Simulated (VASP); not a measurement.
A run of VASP 6.6.1 is set up as follows.

Contents of INCAR:

```
PREC = Accurate ; ENCUT = 600
EDIFF = 1E-7 ; ISMEAR = 1
SIGMA = 0.1 ; LREAL = F
LASPH = T ; NELM = 80
ALGO = Normal ; ISIF = 3
LWAVE = F ; LCHARG = F
GGA = PS ; IBRION = 2
NSW = 90 ; EDIFFG = -0.005
PSTRESS = 1730.0
```

File KPOINTS:

```
Automatic mesh
0
Gamma
  19 19 19
```

POSCAR

```
S                                       
1.0
    1.6718042578      0.9652166383      0.8721745954
   -1.6718042578      0.9652166383      0.8721745954
    0.0000000000     -1.9304332764      0.8721745954
  S             
     1
Direct
     0.0000000000000000    0.0000000000000000    0.0000000000000000
```

Potentials or basis: VASP PAW PBE potentials, release 64 (S).

Launch:

```console
$ cat potpaw_PBE.64/S/POTCAR > POTCAR
$ mpirun -np 1 vasp_std > vasp.out
```

(1) What does it give for the band gap on the k mesh?

## Answers

(1) none (metal or under the smearing width).

Caveat: the relaxation stopped at its first step, so nothing moved.
